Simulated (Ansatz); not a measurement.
Ge under strain

These are results of DFT PBE, scalar-relativistic, plane waves, PAW in Ansatz 0.2.0, not measurements. (420 eV cutoff, 12×12×8 k-mesh, Gaussian smearing of 0.10 eV, no spin polarisation)

The relaxed crystal:

```xyz
4
Lattice="4.0582 0.0000 0.0000 -2.0291 3.5145 0.0000 0.0000 0.0000 6.6925" Properties=species:S:1:pos:R:3 pbc="T T T"
Ge    2.0291    1.1715    0.4202
Ge    0.0000    2.3430    3.7665
Ge    2.0291    1.1715    2.9260
Ge    0.0000    2.3430    6.2723
```

Deformation: c alone is stretched, the rest of the cell is held and the atoms relax, all within the symmetry that the strain leaves. Energies are extrapolated to zero smearing. Stress is positive in compression, on the Cartesian axes of the cell above.

Strains computed: -4.5, -3.0, -1.5, +1.5, +3.0, +4.5 %.

Task: At which strain does the energy stand 19.8 meV/atom over the relaxed crystal with σxx = -0.68, σyy = -0.68, σzz = -5.57 GPa?

Result: +4.5 %.

This form isn't the element's structure at ambient conditions.